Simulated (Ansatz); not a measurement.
WS2:

```xyz
3
Lattice="1.5790 0.9116 6.1633 -1.5790 0.9116 6.1633 0.0000 -1.8233 6.1633" Properties=species:S:1:pos:R:3 pbc="T T T"
W     0.0000    0.0000    0.0000
S     0.0000    0.0000   10.7427
S     0.0000    0.0000   13.8730
```

Measurements of this composition are mostly on another form, of space group No. 194.

```yaml
Program: Ansatz 0.2.0
Task: relaxation of cell and atoms
Functional: PBEsol
Potentials_or_basis: Ansatz PAW
Cutoff: "420 eV (not typed: the program's choice for these potentials)"
k_mesh: 10 × 10 × 10
Occupations: fermi-dirac, width 0.05 eV
Spin: no spin polarisation
```

At the start: volume 17.74 Å³/atom.

How do energy, volume and symmetry change on relaxing?

It ends after 6 steps and the volume is 18.22 Å³/atom (+2.7 %); space group R3m (No. 160, to 0.05 Å).

The path:
```
step  energy change (eV)  largest force (eV/Å)  volume (Å³)
   1              0.0000                0.5995        53.23
   2             -0.0083                0.1788        53.54
   3             -0.0094                0.1049        54.07
   4             -0.0095                0.0686        54.84
   5             -0.0101                0.0005        54.66
   6             -0.0104                0.0006        54.66
```

Final structure:
```
W S
1.0
     1.57382    0.90864    6.37065
    -1.57382    0.90864    6.37065
     0.00000   -1.81729    6.37065
W S
1 2
Direct
  0.99933 0.99933 0.99933
  0.58401 0.58401 0.58401
  0.74796 0.74796 0.74796
```

Caveat: the plane-wave basis is chosen anew once the cell has moved, so the energies of steps on either side of that aren't comparable; the PAW data sets come from PBE, with cores solved anew for the run's functional, which leaves a small shift of forces and pressure.
